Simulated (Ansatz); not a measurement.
KF (Fm-3m), clamped-ion strain scan

Theory: Ansatz, DFT r2SCAN, scalar-relativistic, plane waves, PAW. Cutoff 500 eV, Γ-centred 8×8×8 k-points, Gaussian smearing of 0.05 eV. No spin polarisation. Energies are free energies at this smearing, counted from the undisturbed cell; pressure is positive in compression.

Reference structure (as given, not relaxed at this level; it stands at -0.5 GPa):

```
K F
1.0
     0.00000    2.67350    2.67350
     2.67350    0.00000    2.67350
     2.67350    2.67350    0.00000
K F
1 1
Direct
  0.00000 0.00000 0.00000
  0.50000 0.50000 0.50000
```

The cell is strained by ε times the Voigt pattern (1, -1, 0, 0, 0, 0) (xx, yy, zz, yz, xz, xy; engineering shear) with fractional coordinates fixed.

| ε | ΔE (meV/atom) |
| --- | --- |
| -0.0200 | 2.7 |
| -0.0100 | 0.7 |
| 0.0000 | 0.0 |
| 0.0025 | 0.0 |
| 0.0050 | 0.2 |
| 0.0075 | 0.4 |
| 0.0125 | 1.1 |
| 0.0150 | 1.5 |
| 0.0175 | 2.1 |

Problem. Predict the gap on the mesh (eV) at each point.

Solution.
```tsv
ε	gap on the mesh (eV)
-0.0200	6.78
-0.0100	6.80
0.0000	6.82
0.0025	6.82
0.0050	6.81
0.0075	6.81
0.0125	6.80
0.0150	6.79
0.0175	6.79
```